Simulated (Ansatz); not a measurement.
Strain and the gap of MgS (zincblende)

Zincblende MgS, relaxed with r2SCAN in Ansatz. The symmetry is F-43m (No. 216, cubic); a = 5.662 Å in the conventional setting, 22.69 Å³ an atom. Around Mg lie 4 S at 2.45 Å; around S lie 4 Mg at 2.45 Å.

The axes x, y and z are those of this cell:
```yaml
crystal:
  lattice:
    - [0.00000, 2.83088, 2.83088]
    - [2.83088, 0.00000, 2.83088]
    - [2.83088, 2.83088, 0.00000]
  atoms:
    - { symbol: Mg, position: [0.00000, 0.00000, 0.00000] }
    - { symbol: S, position: [0.25000, 0.25000, 0.25000] }
```

Unstrained: PBE gives a direct gap of 3.466 eV at Γ. The r2SCAN gap is direct at Γ: 4.142 eV. HSE06 gives a direct gap of 4.528 eV at Γ. Meshes: PBE 8×8×8, r2SCAN 8×8×8, HSE06 6×6×6. Strains are changes of length per length. After each strain the atoms were relaxed again with r2SCAN within the symmetry that the strain leaves, so tilts or polar shifts that break it weren't tested; points keep the names that they have in the unstrained zone. Spin-unpolarised throughout. Whether this structure exists isn't addressed.

Changes of the least gap in eV (an overlap counts as a negative gap):
```tsv
strain	volume change (%)	space group	PBE	r2SCAN	HSE06	energy rise, r2SCAN (meV/atom)
uniaxial -1.81 % along [111]	-1.8	R3m	+0.014	+0.017	+0.018	2.4
uniaxial +4.76 % along x	+4.8	I-4m2	-0.282	-0.299	-0.302	11.8
uniaxial -1.62 % along z	-1.6	I-4m2	+0.053	+0.057	+0.057	1.4
```

Uniaxial -1.81 % along [111], other directions held. HSE06: the gap goes from 4.528 to 4.546 eV (+0.018 eV); with r2SCAN the top three valence levels at Γ, degenerate before, become 1+2 from the top over 111 meV. Stress change with r2SCAN, compression positive: xx +1.12, yy +1.12, zz +1.12, xy +0.38, xz +0.38, yz +0.38 GPa.

Uniaxial +4.76 % along x, other directions held. HSE06: the gap goes from 4.528 to 4.226 eV (-0.302 eV); with r2SCAN the top three valence levels at Γ, degenerate before, become 2+1 from the top over 136 meV. Stress change with r2SCAN, compression positive: xx -3.49, yy -2.14, zz -2.14 GPa.

Uniaxial -1.62 % along z, other directions held. HSE06: the gap goes from 4.528 to 4.585 eV (+0.057 eV); with r2SCAN the top three valence levels at Γ, degenerate before, become 1+2 from the top over 43 meV. Stress change with r2SCAN, compression positive: xx +0.89, yy +0.89, zz +1.23 GPa.

The meshes of the hybrids are coarse, so their gaps aren't converged to the digits shown.

The splittings at Γ are without spin-orbit coupling, which regroups them where it is of like size or larger.
